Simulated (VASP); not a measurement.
The system is Te.

```xyz
3
Lattice="4.4540 0.0000 0.0000 -2.2270 3.8573 0.0000 0.0000 0.0000 5.9240" Properties=species:S:1:pos:R:3 pbc="T T T"
Te    1.1981    0.0000    1.9747
Te   -0.5991    1.0376    3.9493
Te    1.6279    2.8197    0.0000
```

| Property | Result |
| --- | --- |
| Program | VASP 6.6.1 |
| Task | relaxation of cell and atoms |
| Functional | r2SCAN |
| Potentials or basis | VASP PAW PBE potentials, release 64 (Te) |
| Cutoff | 400 eV |
| k mesh | 9 × 9 × 6 |
| Occupations | gaussian, width 0.03 eV |
| Spin | no spin polarisation |

At the start: pressure 0.9 GPa; volume 33.93 Å³/atom.

Q: How do energy, volume and symmetry change on relaxing?

A: Over 13 steps the energy falls by 7.1 meV/atom and the volume is 36.13 Å³/atom (+6.5 %); space group P3_121 (No. 152, to 0.05 Å).

Step by step:
| step | energy change (eV) | largest force (eV/Å) | pressure (GPa) | volume (Å³) |
| --- | --- | --- | --- | --- |
| 1 | 0.0000 | 0.0596 | 0.90 | 101.78 |
| 2 | -0.0050 | 0.1885 | -0.41 | 104.62 |
| 3 | -0.0058 | 0.1537 | -0.06 | 103.83 |
| 4 | -0.0095 | 0.1325 | -0.04 | 104.29 |
| 5 | -0.0174 | 0.0593 | 0.06 | 105.70 |
| 6 | -0.0179 | 0.1393 | 0.47 | 108.52 |
| 7 | -0.0204 | 0.0335 | 0.24 | 107.12 |
| 8 | -0.0195 | 0.0546 | -0.47 | 109.51 |
| 9 | -0.0210 | 0.0004 | -0.03 | 108.02 |
| 10 | -0.0213 | 0.0009 | -0.02 | 108.22 |
| 11 | -0.0214 | 0.0010 | -0.01 | 108.34 |
| 12 | -0.0213 | 0.0015 | 0.01 | 108.56 |
| 13 | -0.0214 | 0.0009 | 0.00 | 108.40 |

Final structure:
```
Te
1.0
     4.60073    0.00000    0.00000
    -2.30036    3.98435    0.00000
     0.00000    0.00000    5.91340
Te
3
Direct
  0.25554 0.00000 0.33333
  0.00000 0.25554 0.66667
  0.74446 0.74446 0.00000
```

Caveat: the PAW data sets were made with another functional, which shifts forces and pressure a little.
